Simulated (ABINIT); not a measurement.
Crystal: KBr.

```
Br K
1.0
     0.00000    3.30000    3.30000
     3.30000    0.00000    3.30000
     3.30000    3.30000    0.00000
Br K
1 1
Direct
  0.50000 0.50000 0.50000
  0.00000 0.00000 0.00000
```

Base run:

- Program: ABINIT 10.8.3 (patched build)
- Functional: PW91
- Potentials or basis: JTH PAW PBE v2.0
- Cutoff: 435 eV
- k mesh: 7 × 7 × 7
- Occupations: fermi-dirac, width 0.05 eV
- Spin: no spin polarisation

Its results: band gap on the k mesh 4.45 eV, direct; pressure 0.6 GPa.

Q: The run is repeated on the same cell with these changes: functional from PW91 to SOGGA. What comes out?

A: Band gap on the k mesh 4.30 eV, direct; pressure -0.3 GPa.

SOGGA binds more tightly than PW91, so the same cell stands under less pressure.

Caveats: the PAW data sets were made with another functional, which shifts forces and pressure a little.
